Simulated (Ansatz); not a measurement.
# SmH3: the cost of one run

Program: Ansatz 0.2.0. Level of theory: DFT PBE, scalar-relativistic, plane waves, PAW; 4f electrons in the core of a trivalent norm-conserving potential, unless a step names another level. These are calculated values, not measurements.

**1. Starting point**

The structure is cubic, space group Pm-3n (No. 223). Conventional cell: a = 4.243 Å, b = 4.243 Å, c = 4.243 Å, α = 90.00°, β = 90.00°, γ = 90.00°. Sm (site symmetry m-3) is surrounded by 12 H at 2.37 Å. Around H (site symmetry -4m2) lie 2 H at 2.12 Å and 4 Sm at 2.37 Å.

Structure file:

```xyz
8
Lattice="4.2428 0.0000 0.0000 0.0000 4.2428 0.0000 0.0000 0.0000 4.2428" Properties=species:S:1:pos:R:3 pbc="T T T"
Sm    0.0000    0.0000    0.0000
Sm    2.1214    2.1214    2.1214
H     1.0607    2.1214    0.0000
H     3.1821    2.1214    0.0000
H     0.0000    1.0607    2.1214
H     0.0000    3.1821    2.1214
H     2.1214    0.0000    1.0607
H     2.1214    0.0000    3.1821
```

It came out lowest among 13 distinct ends of the trial cells. At a tolerance of 0.02 Å it has space group Pm-3n (No. 223).

**2. Relaxing to 0.001 eV/Å, on the response runs' mesh and smearing**

input.yaml

```yaml
crystal:
  lattice:
    - [4.2427707001, 0.0, 0.0]
    - [0.0, 4.2427707001, 0.0]
    - [0.0, 0.0, 4.2427707001]
  atoms:
    - { symbol: Sm, position: [0.0, 0.0, 0.0] }
    - { symbol: Sm, position: [0.5, 0.5, 0.5] }
    - { symbol: H, position: [0.25, 0.5, 0.0] }
    - { symbol: H, position: [0.75, 0.5, 0.0] }
    - { symbol: H, position: [0.0, 0.25, 0.5] }
    - { symbol: H, position: [0.0, 0.75, 0.5] }
    - { symbol: H, position: [0.5, 0.0, 0.25] }
    - { symbol: H, position: [0.5, 0.0, 0.75] }
basis:
  ecutwfc: 690
kpoints:
  mp_grid: { grid: [8, 8, 8] }
hamiltonian:
  xc: pbe
  pseudopotentials:
    kind: paw
    azcp: { Sm: "pseudopotentials/pbe/nc/lanthanide_3plus/Sm.nc.azcp" }
scf:
  occupations: { method: gaussian, width: 0.01 }
output:
  forces: true
  stress: true
  eigenvalues: true
  write_density: true
  write_potential: true
  elf: true
  volumetric_format: npy
relax:
  adjacent_minimum: "off"
  f_tol: 0.001
  max_steps: 60
  cell: { stress_tol: 0.01 }
```

Launch:

```console
$ ansatz run input.yaml --threads 3 --pin off --max-ram 8448MiB --backend cpu --events-out ev --progress --plain --runs-dir out
```

Q: Estimate wall time and peak memory on 3 threads of Intel Xeon Platinum 8488C (Sapphire Rapids), shared host.

About 7.4 s, with a peak of 0.51 GiB.
